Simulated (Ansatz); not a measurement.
HgTe (Coloradoite):

```xyz
2
Lattice="0.0000 3.2145 3.2145 3.2145 0.0000 3.2145 3.2145 3.2145 0.0000" Properties=species:S:1:pos:R:3 pbc="T T T"
Hg    0.0000    0.0000    0.0000
Te    4.8217    4.8217    4.8217
```

Program: Ansatz 0.2.0. Alike in all runs: potentials or basis Ansatz PAW; no spin polarisation; cell as given; k mesh 4 × 4 × 4; smearing fermi-dirac 0.05 eV; the mesh is coarse, so values aren't converged.

**Question.** Order these runs on this cell by their band gap on the k mesh, lowest first.
A. level r2SCAN0; cutoff (eV) 500; share of exact exchange 0.25
B. level r2SCAN; cutoff (eV) 500; points for each segment of the path 14
C. level PBE0; cutoff (eV) 420
D. level r2SCAN0 form with a typed share of exact exchange; cutoff (eV) 500; share of exact exchange 0.5

**Answer.** B (metal), C (0.72 eV), A (0.89 eV), D (2.25 eV).

Caveats: all runs use coarse meshes; spin-orbit coupling is left out, which moves the levels of the heavy elements.

Runs at the PBE level aren't shown here.
